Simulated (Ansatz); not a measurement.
Property card for Mg$_{5}$ZnO$_{6}$

Theory: DFT PBE, scalar-relativistic, plane waves, PAW in Ansatz 0.2.0.

Plane waves to 420 eV, a k mesh through Γ of 12×12×2 on the computed 12-atom cell and Gaussian smearing (0.02 eV); no spin polarisation.

The structure is relaxed at this level of theory with its symmetry kept, and needn't be the ground state of this composition.

```
Mg Zn O
1.0
     3.01879    0.00000    0.00000
    -1.50940    2.61435    0.00000
     0.00000    0.00000   14.76733
Mg Zn O
5 1 6
Direct
  0.33333 0.66667 0.83230
  0.66667 0.33333 0.16770
  0.33333 0.66667 0.33390
  0.00000 0.00000 0.50000
  0.66667 0.33333 0.66610
  0.00000 0.00000 0.00000
  0.66667 0.33333 0.91340
  0.33333 0.66667 0.08660
  0.00000 0.00000 0.25086
  0.66667 0.33333 0.41695
  0.33333 0.66667 0.58305
  0.00000 0.00000 0.74914
```

Task: Formation energy from the elements' standard states (uncorrected)?

Result: -2.450 eV/atom.

Task: Kohn–Sham band gap?

Result: 3.30 eV.

Task: Orbital (Löwdin) character of the top 1 eV of the valence band?

Result: O 2p 92 %.

Task: Orbital (Löwdin) character of the lowest 1 eV of the conduction band?

Result: Zn 4s 29 %, O 2s 25 %, Mg 3s 23 %, O 2p 21 %.

The cell was found from a structure generator's guess, not taken from experiment. Kohn–Sham gaps at this level usually fall short of measured ones. Löwdin shares on free-atom orbitals overweight diffuse shells in the empty bands.
